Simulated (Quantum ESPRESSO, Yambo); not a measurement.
# RbCl (Fm-3m): changed settings of a GW run in Yambo

A base run on RbCl (Fm-3m), then changed inputs.

Calculated with Yambo 5.3.0; PBE and many-body steps on it, plane waves.

## 1. Starting point

It takes space group Fm-3m (No. 225, cubic). The conventional cell has a = 6.579 Å, b = 6.579 Å, c = 6.579 Å, α = 90.00°, β = 90.00°, γ = 90.00°. Rb has 6 Cl at 3.29 Å nearest. Nearest to Cl lie 6 Rb at 3.29 Å. Farther neighbours and most contacts between anions are not listed.

As a file:

```
Rb Cl
1.0
     0.00000    3.28950    3.28950
     3.28950    0.00000    3.28950
     3.28950    3.28950    0.00000
Rb Cl
1 1
Direct
  0.00000 0.00000 0.00000
  0.50000 0.50000 0.50000
```

The cell and positions come from the Crystallography Open Database and are kept as given unless a step says otherwise.

## 2. Base

This step: Yambo 5.3.0; G0W0 on PBE, plane waves, norm-conserving pseudopotentials.

G0W0 replaces the xc potential by the self-energy, built once from these orbitals. Only a window of levels is corrected, while the sums run over the empty bands that the input names.

The input, gw2.in:

```
HF_and_locXC
gw0
dyson
ppa
em1d
rim_cut
RandQpts= 1000000
RandGvec= 1 RL
EXXRLvcs= 50 Ry
VXCRLvcs= 200 Ry
Chimod= "HARTREE"
% BndsRnXp
 1 | 268 |
%
NGsBlkXp= 16 Ry
% LongDrXp
 1 | 1 | 1 |
%
% GbndRnge
 1 | 268 |
%
DysSolver= "n"
ExtendOut
PPAPntXp= 27.21138 eV
% QPkrange
 1 | 1 | 7 | 10 |
%
```

On the command line:

```console
> OMP_NUM_THREADS=1 mpirun -n 4 yambo -F gw2.in -J gw2 -C gw2 > gw2.log
```

Output:

```text
 Yambo, version 5.3.0

 [02] CORE Variables Setup
 =========================

  [... cell, symmetries and grids as in the set-up ...]

  [02.05] Energies & Occupations
  ==============================

  [X] === General ===
  [X] Electronic Temperature                        :  0.000000  0.000000 [eV K]
  [X] Bosonic    Temperature                        :  0.000000  0.000000 [eV K]
  [X] Finite Temperature mode                       : no
  [X] El. density                                   :  0.22475E+24 [cm-3]
  [X] Fermi Level                                   :  1.059426 [eV]

  [X] === Gaps and Widths ===
  [X] Conduction Band Min                           :  5.002746 [eV]
  [X] Valence Band Max                              :  0.000000 [eV]
  [X] Filled Bands                                  :   8
  [X] Empty Bands                                   :     9   646
  [X] Direct Gap                                    :  5.002746 [eV]
  [X] Direct Gap localized at k                     :  1
  [X] Indirect Gap                                  :  5.002746 [eV]
  [X] Indirect Gap between kpts                     :  1  1
  [X] Last valence band width                       :  0.337909 [eV]
  [X] 1st conduction band width                     :  2.744411 [eV]

 [03] Transferred momenta grid and indexing
 ==========================================

 IBZ Q-points                                      :   8
 BZ  Q-points                                      :   64

 K/Q-points units:
 rlu = crystal or reduced units; cc = cartesian coordinates; iku = interal k-units

 Q [1]          [rlu]:  0.000000  0.000000  0.000000
 Q [2]          [rlu]: -0.83742E-17 -0.83742E-17  0.25000
 Q [3]          [rlu]:  0.16748E-16  0.16748E-16 -0.50000
 Q [4]          [rlu]: -0.99171E-17  0.25000      0.25000
 Q [5]          [rlu]: -0.11035E-16  0.25000      0.50000
 Q [6]          [rlu]:  0.16157E-16  0.25000     -0.25000
 Q [7]          [rlu]:  0.19834E-16 -0.50000     -0.50000
 Q [8]          [rlu]:  0.250000 -0.500000 -0.250000

 [04] Coloumb potential Random Integration (RIM)
 ===============================================

  [04.01] RIM initialization
  ==========================

  * Diagonal components only detected *

  8 x (sBL volume)        :  0.064541 [a.u.]
  sBZ random points       :  1000000
  Points outside the sBZ  :   7968281
  RL volume               :  0.516325 [a.u.]
  Integrated volume       :  0.518381 [a.u.]

  [04.02] RIM integrals
  =====================

  Gamma point sphere radius             :  0.072760 [a.u.]
  Points outside the sphere             :   800476
  [Int_sBZ(q=0) 1/q^2]*(Vol_sBZ)^(-1/3) =:  7.776341
                                 should be <:  7.795600

  Summary of Coulomb integrals for non-metallic bands |Q|[au] RIM/Bare

  Q [1] 0.100000E-4 0.997530 * Q [2] 0.218838 1.068930
  Q [4] 0.252692 1.066842 * Q [6] 0.357360 1.029370
  Q [5] 0.419042 1.022832 * Q [3] 0.437675 1.020347
  Q [7] 0.505384 1.017473 * Q [8] 0.565036 1.014532

 [WARNING] [Xp] User bands 1-268 break level degeneracy

 [05] Dipoles
 ============

  [05.01] Setup: observables and procedures
  =========================================

 [06] Dynamic Dielectric Matrix (PPA)
 ====================================

 [WR./gw2//ndb.pp]---------------------------------------------------------------
  Brillouin Zone Q/K grids (IBZ/BZ)                :    8   64    8   64
  RL vectors                                       :   3647 [WF]
  Coulomb cutoff potential                         : none
  Electronic Temperature                           :  0.000000 [K]
  Bosonic    Temperature                           :  0.000000 [K]
  PPA    diel. fun.  energies                      : Perdew, Burke & Ernzerhof(X)+Perdew, Burke & Ernzerhof(C)
  wavefunctions                                    : Perdew, Burke & Ernzerhof(X)+Perdew, Burke & Ernzerhof(C)
  Global Gauge                                     : length
  X matrix size                                    :   537
  X band range                                     :    1  268
  X e/h energy range                               : -1.000000 -1.000000 [eV]
  X Time ordering                                  : R
  X Hxc Kernel                                     : HARTREE
  X Drude frequency                                :  0.000000  0.000000
  X poles                                          :  100.0000 [o/o]
  RL vectors in the sum                            :   3647
  [r,Vnl] included                                 : yes
  Field direction                                  :  0.577350E-5  0.577350E-5  0.577350E-5
  BZ energy Double Grid                            : no
  BZ energy DbGd points                            : 0
  BZ Q point size factor                           : -1.000000
  X Optical Averaged directions                    : none

 [07] Local Exchange-Correlation + Non-Local Fock
 ================================================

 [VXC] Plane waves :  22995
 [EXS] Plane waves :  2891

 QP @ state[ 1 ] K range:  1  1
 QP @ state[ 1 ] b range:   7  10

 [xc] Functional : Perdew, Burke & Ernzerhof(X)+Perdew, Burke & Ernzerhof(C)
 [xc] LIBXC used to calculate xc functional
  PP Number of Atomic Species                      :  2
  NLCC RL compoments                               :  22995
  PP Number of Atomic Species                      :  2
  NLCC RL compoments                               :  22995

 [xc] E_xc :  -6.714859 [Ha]
      E_xc :  -13.42972 [Ry]

  Local XC kind (lXC) : Perdew, Burke & Ernzerhof(X)+Perdew, Burke & Ernzerhof(C)
  Non-Local XC kind (nlXC) : Hartree-Fock

  Corrections @ K [1] :  [eV]
 <7|nlXC|7> = -18.52925  0.14048E-16 <7|lXC|7> = -14.02433  0.18882E-15
 <8|nlXC|8> = -18.52925  0.17876E-16 <8|lXC|8> = -14.02433 -0.37763E-15
 <9|nlXC|9> = -3.027009  0.22084E-17 <9|lXC|9> = -6.590254  0.88508E-17
 <10|nlXC|10> = -3.443930 -0.61029E-19 <10|lXC|10> = -7.734219  0.47204E-16

 [08] Dyson equation: Newton solver
 ==================================

  [08.01] G0W0 (W PPA)
  ====================

  [  GW  ] Bands range     :    1  268
  [GW/PPA] G damping       :  0.100000 [eV]

  QP @ state[ 1 ] K range:  1  1
  QP @ state[ 1 ] b range:   7  10

   Sc/G bands                                       :    1  268
   Sc/G damping                                     :  0.100000 ev
   Sc bands terminator                              : no
   Sx RL components                                 :  2891

   QP @ state[ 1 ] K range                          :  1  1
   QP @ state[ 1 ] b range                          :   7  10
   GF energies kind                                 : Perdew, Burke & Ernzerhof(X)+Perdew, Burke & Ernzerhof(C)
   GF WF`s kind                                     : Perdew, Burke & Ernzerhof(X)+Perdew, Burke & Ernzerhof(C)
   Xs energies kind                                 : Perdew, Burke & Ernzerhof(X)+Perdew, Burke & Ernzerhof(C)
   Xs WF`s kind                                     : Perdew, Burke & Ernzerhof(X)+Perdew, Burke & Ernzerhof(C)

 [11] Game Over & Game summary
```

The job ended after 4.4 min (4 MPI ranks of Arm Neoverse V2, shared host; peak memory 1.7 GiB).

This step gave:

| Quantity | Value |
| --- | --- |
| G0W0 gap on the points computed | 7.888 eV |
| starting gap on the mesh | 5.003 eV |
| k of the valence top | 0, 0, 0 |
| k of the conduction bottom | 0, 0, 0 |
| least direct G0W0 gap on the computed points | 7.888 eV |
| Z at the valence top | 0.8060 |
| Z at the conduction bottom | 0.8807 |

The gap on the mesh goes from 5.00 eV to 7.89 eV, a correction of +2.88 eV.

## 3. Core charge in Vxc

The input, gw6.in:

```
HF_and_locXC
gw0
dyson
ppa
em1d
rim_cut
RandQpts= 1000000
RandGvec= 1 RL
EXXRLvcs= 50 Ry
VXCRLvcs= 200 Ry
Chimod= "HARTREE"
% BndsRnXp
 1 | 268 |
%
NGsBlkXp= 16 Ry
% LongDrXp
 1 | 1 | 1 |
%
% GbndRnge
 1 | 268 |
%
DysSolver= "n"
ExtendOut
PPAPntXp= 27.21138 eV
% QPkrange
 1 | 1 | 7 | 10 |
%
UseNLCC
```

On the command line:

```console
> OMP_NUM_THREADS=1 mpirun -n 4 yambo -F gw6.in -J gw6,gw2_W -C gw6 > gw6.log
```

Output:

```text
 Yambo, version 5.3.0

 [02] CORE Variables Setup
 =========================

  [... cell, symmetries and grids as in the set-up ...]

  [02.05] Energies & Occupations
  ==============================

  [X] === General ===
  [X] Electronic Temperature                        :  0.000000  0.000000 [eV K]
  [X] Bosonic    Temperature                        :  0.000000  0.000000 [eV K]
  [X] Finite Temperature mode                       : no
  [X] El. density                                   :  0.22475E+24 [cm-3]
  [X] Fermi Level                                   :  1.059426 [eV]

  [X] === Gaps and Widths ===
  [X] Conduction Band Min                           :  5.002746 [eV]
  [X] Valence Band Max                              :  0.000000 [eV]
  [X] Filled Bands                                  :   8
  [X] Empty Bands                                   :     9   646
  [X] Direct Gap                                    :  5.002746 [eV]
  [X] Direct Gap localized at k                     :  1
  [X] Indirect Gap                                  :  5.002746 [eV]
  [X] Indirect Gap between kpts                     :  1  1
  [X] Last valence band width                       :  0.337909 [eV]
  [X] 1st conduction band width                     :  2.744411 [eV]

 [03] Transferred momenta grid and indexing
 ==========================================

 IBZ Q-points                                      :   8
 BZ  Q-points                                      :   64

 K/Q-points units:
 rlu = crystal or reduced units; cc = cartesian coordinates; iku = interal k-units

 Q [1]          [rlu]:  0.000000  0.000000  0.000000
 Q [2]          [rlu]: -0.83742E-17 -0.83742E-17  0.25000
 Q [3]          [rlu]:  0.16748E-16  0.16748E-16 -0.50000
[...]
Q [7]          [rlu]:  0.19834E-16 -0.50000     -0.50000
 Q [8]          [rlu]:  0.250000 -0.500000 -0.250000

 [04] Coloumb potential Random Integration (RIM)
 ===============================================

 Summary of Coulomb integrals for non-metallic bands |Q|[au] RIM/Bare

 Q [1] 0.100000E-4 0.997530 * Q [2] 0.218838 1.068930
 Q [4] 0.252692 1.066842 * Q [6] 0.357360 1.029370
 Q [5] 0.419042 1.022832 * Q [3] 0.437675 1.020347
 Q [7] 0.505384 1.017473 * Q [8] 0.565036 1.014532

 [WARNING] [Xp] User bands 1-268 break level degeneracy

 [05] Dipoles
 ============

  [05.01] Setup: observables and procedures
  =========================================

 [06] Dynamic Dielectric Matrix (PPA)
 ====================================

   Sc/G bands                                       :    1  268
   Sc/G damping                                     :  0.100000 ev
   Sc bands terminator                              : no
   Sx RL components                                 :  2891

   QP @ state[ 1 ] K range                          :  1  1
   QP @ state[ 1 ] b range                          :   7  10
   GF energies kind                                 : Perdew, Burke & Ernzerhof(X)+Perdew, Burke & Ernzerhof(C)
   GF WF`s kind                                     : Perdew, Burke & Ernzerhof(X)+Perdew, Burke & Ernzerhof(C)
   Xs energies kind                                 : Perdew, Burke & Ernzerhof(X)+Perdew, Burke & Ernzerhof(C)
   Xs WF`s kind                                     : Perdew, Burke & Ernzerhof(X)+Perdew, Burke & Ernzerhof(C)

 [11] Game Over & Game summary
```

Run time: 2.2 min. Hardware: 4 MPI ranks; peak memory 1.6 GiB.

Numbers from this step:

* G0W0 gap on the points computed: 7.770 eV
* starting gap on the mesh: 5.003 eV
* k of the valence top: 0, 0, 0
* k of the conduction bottom: 0, 0, 0
* least direct G0W0 gap on the computed points: 7.770 eV
* Z at the valence top: 0.8060
* Z at the conduction bottom: 0.8807

Against G0W0 in Yambo (4×4×4 mesh, 268 bands, screening to 217.7 eV, Godby-Needs plasmon pole), the gap moves by −0.118 eV.

## 4. Damping of G

gw7.in, as its differences from gw6.in of step 3:

```diff
@@ -27,2 +27,2 @@
 %
-UseNLCC
+GDamping= 1.0 eV
```

On the command line:

```console
> OMP_NUM_THREADS=1 mpirun -n 4 yambo -F gw7.in -J gw7,gw2_W -C gw7 > gw7.log
```

Output:

```text
 Yambo, version 5.3.0

 [02] CORE Variables Setup
 =========================

  [... cell, symmetries and grids as in the set-up ...]

  [02.05] Energies & Occupations
  ==============================

  [X] === General ===
  [X] Electronic Temperature                        :  0.000000  0.000000 [eV K]
  [X] Bosonic    Temperature                        :  0.000000  0.000000 [eV K]
  [X] Finite Temperature mode                       : no
  [X] El. density                                   :  0.22475E+24 [cm-3]
[...]
Sx RL components                                 :  2891

   QP @ state[ 1 ] K range                          :  1  1
   QP @ state[ 1 ] b range                          :   7  10
   GF energies kind                                 : Perdew, Burke & Ernzerhof(X)+Perdew, Burke & Ernzerhof(C)
   GF WF`s kind                                     : Perdew, Burke & Ernzerhof(X)+Perdew, Burke & Ernzerhof(C)
   Xs energies kind                                 : Perdew, Burke & Ernzerhof(X)+Perdew, Burke & Ernzerhof(C)
   Xs WF`s kind                                     : Perdew, Burke & Ernzerhof(X)+Perdew, Burke & Ernzerhof(C)

 [11] Game Over & Game summary
```

Elapsed: 2.2 min, on 4 MPI ranks; peak memory 1.6 GiB.

This step gave:

| Item | Value |
| --- | --- |
| G0W0 gap on the points computed | 7.926 eV |
| starting gap on the mesh | 5.003 eV |
| k of the valence top | 0, 0, 0 |
| k of the conduction bottom | 0, 0, 0 |
| least direct G0W0 gap on the computed points | 7.926 eV |

Against G0W0 in Yambo (4×4×4 mesh, 268 bands, screening to 217.7 eV, Godby-Needs plasmon pole), the gap moves by +0.039 eV.

## 5. One G vector of screening

The input, gw8.in:

```
HF_and_locXC
gw0
dyson
ppa
em1d
rim_cut
RandQpts= 1000000
RandGvec= 1 RL
EXXRLvcs= 50 Ry
VXCRLvcs= 200 Ry
Chimod= "HARTREE"
% BndsRnXp
 1 | 268 |
%
NGsBlkXp= 1 RL
% LongDrXp
 1 | 1 | 1 |
%
% GbndRnge
 1 | 268 |
%
DysSolver= "n"
ExtendOut
PPAPntXp= 27.21138 eV
% QPkrange
 1 | 1 | 7 | 10 |
%
```

On the command line:

```console
> OMP_NUM_THREADS=1 mpirun -n 4 yambo -F gw8.in -J gw8 -C gw8 > gw8.log
```

Output:

```text
 Yambo, version 5.3.0

 [02] CORE Variables Setup
 =========================

  [... cell, symmetries and grids as in the set-up ...]

  [02.05] Energies & Occupations
  ==============================

  [X] === General ===
  [X] Electronic Temperature                        :  0.000000  0.000000 [eV K]
  [X] Bosonic    Temperature                        :  0.000000  0.000000 [eV K]
  [X] Finite Temperature mode                       : no
  [X] El. density                                   :  0.22475E+24 [cm-3]
  [X] Fermi Level                                   :  1.059426 [eV]

  [X] === Gaps and Widths ===
  [X] Conduction Band Min                           :  5.002746 [eV]
  [X] Valence Band Max                              :  0.000000 [eV]
  [X] Filled Bands                                  :   8
  [X] Empty Bands                                   :     9   646
  [X] Direct Gap                                    :  5.002746 [eV]
  [X] Direct Gap localized at k                     :  1
  [X] Indirect Gap                                  :  5.002746 [eV]
  [X] Indirect Gap between kpts                     :  1  1
  [X] Last valence band width                       :  0.337909 [eV]
  [X] 1st conduction band width                     :  2.744411 [eV]

 [03] Transferred momenta grid and indexing
 ==========================================

 IBZ Q-points                                      :   8
 BZ  Q-points                                      :   64

 K/Q-points units:
 rlu = crystal or reduced units; cc = cartesian coordinates; iku = interal k-units

 Q [1]          [rlu]:  0.000000  0.000000  0.000000
 Q [2]          [rlu]: -0.83742E-17 -0.83742E-17  0.25000
 Q [3]          [rlu]:  0.16748E-16  0.16748E-16 -0.50000
[...]
================================================

 [VXC] Plane waves :  22995
 [EXS] Plane waves :  2891

 QP @ state[ 1 ] K range:  1  1
 QP @ state[ 1 ] b range:   7  10

 [xc] Functional : Perdew, Burke & Ernzerhof(X)+Perdew, Burke & Ernzerhof(C)
 [xc] LIBXC used to calculate xc functional
  PP Number of Atomic Species                      :  2
  NLCC RL compoments                               :  22995
  PP Number of Atomic Species                      :  2
  NLCC RL compoments                               :  22995

 [xc] E_xc :  -6.714859 [Ha]
      E_xc :  -13.42972 [Ry]

  Local XC kind (lXC) : Perdew, Burke & Ernzerhof(X)+Perdew, Burke & Ernzerhof(C)
  Non-Local XC kind (nlXC) : Hartree-Fock

  Corrections @ K [1] :  [eV]
 <7|nlXC|7> = -18.52925  0.14048E-16 <7|lXC|7> = -14.02433  0.18882E-15
 <8|nlXC|8> = -18.52925  0.17876E-16 <8|lXC|8> = -14.02433 -0.37763E-15
 <9|nlXC|9> = -3.027009  0.22084E-17 <9|lXC|9> = -6.590254  0.88508E-17
 <10|nlXC|10> = -3.443930 -0.61029E-19 <10|lXC|10> = -7.734219  0.47204E-16

 [08] Dyson equation: Newton solver
 ==================================

  [08.01] G0W0 (W PPA)
  ====================

  [  GW  ] Bands range     :    1  268
  [GW/PPA] G damping       :  0.100000 [eV]

  QP @ state[ 1 ] K range:  1  1
  QP @ state[ 1 ] b range:   7  10

   Sc/G bands                                       :    1  268
   Sc/G damping                                     :  0.100000 ev
   Sc bands terminator                              : no
   Sx RL components                                 :  2891

   QP @ state[ 1 ] K range                          :  1  1
   QP @ state[ 1 ] b range                          :   7  10
   GF energies kind                                 : Perdew, Burke & Ernzerhof(X)+Perdew, Burke & Ernzerhof(C)
   GF WF`s kind                                     : Perdew, Burke & Ernzerhof(X)+Perdew, Burke & Ernzerhof(C)
   Xs energies kind                                 : Perdew, Burke & Ernzerhof(X)+Perdew, Burke & Ernzerhof(C)
   Xs WF`s kind                                     : Perdew, Burke & Ernzerhof(X)+Perdew, Burke & Ernzerhof(C)

 [11] Game Over & Game summary
```

Wall time 34 s (4 MPI ranks); peak memory 1.7 GiB.

The run ended normally, though the input holds a fault or crude settings.

The fault put into this input: one G vector of screening. It printed a gap of 8.74 eV, an artefact of the input.

## 6. Side by side

Times are wall times on 4 MPI ranks of Arm Neoverse V2, shared host, good to a factor of about two.

| run | mesh | bands | screening cutoff (eV) | DFT gap (eV) | gap on the mesh (eV) | direct (eV) | time |
| --- | --- | --- | --- | --- | --- | --- | --- |
| base | 4×4×4 | 268 | 217.7 | 5.003 | 7.888 | 7.888 | 4.4 min |
| core charge in Vxc | 4×4×4 | 268 | 217.7 | 5.003 | 7.770 | 7.770 | 2.2 min |
| damping of G | 4×4×4 | 268 | 217.7 | 5.003 | 7.926 | 7.926 | 2.2 min |

## 7. Summary of results

```
base               : 7.888 eV
core charge in Vxc : 7.770 eV
damping of G       : 7.926 eV
known limits       : not at the basis limit; no spin-orbit coupling
```

What this shows: Core charge in Vxc: −0.118 eV against base (keys changed: UseNLCC). Damping of G: +0.039 eV against base (keys changed: GDamping). Bands and cutoff are finite, so the gap is not at the basis limit. The miss can reach some tenths of an eV and take either sign; the mesh is an error of its own. In the G0W0 runs levels were corrected at 1 k point alone, so a gap called «on the mesh» is the least over those, and an edge elsewhere would be missed. The many-body steps are scalar-relativistic: spin-orbit coupling is not in them.

[Paths, hosts, dates, memory and timing lines, banners, echoed tables and standing remarks are left out of the program output.]

[Logs are printed without paths, hosts, clocks, repeated set-up lines and the standing remarks that a program may print on its own settings, such as how far it seeks lower states.]

[Runs of the session that timed out or met a known fault of the program may be left out.]

[Hosts, paths, dates, database ids (printed as entryN), source tags and the programs' standing remarks are cut or masked in the printed files.]
